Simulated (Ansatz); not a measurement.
**Relaxing Sn**

All numbers below come from Ansatz, DFT PBEsol, scalar-relativistic, plane waves, PAW. Cutoff 420 eV, Γ-centred k mesh, Gaussian smearing, no spin polarisation in the final step.

This is the end of a relaxation of cell and atoms.

```xyz
1
Lattice="0.0000 2.3668 2.3668 2.3668 0.0000 2.3668 2.3668 2.3668 0.0000" Properties=species:S:1:pos:R:3 pbc="T T T"
Sn    0.0000    0.0000    0.0000
```

Energies count from the standard state of Sn at the same level.

What space group does it have?

Fm-3m (No. 225). Conventional cell: a = 4.734 Å. Around Sn lie 12 Sn at 3.35 Å.

How far above the standard state of Sn does it lie?

0.03 eV/atom.

Is it a metal?

Yes, bands cross the Fermi level on the 20×20×20 mesh.

The final run used a 20×20×20 mesh on its 1-atom cell and 0.10 eV smearing. The k mesh leaves about 4 meV/atom of noise in metals.

This fcc form isn't the element's structure at ambient conditions.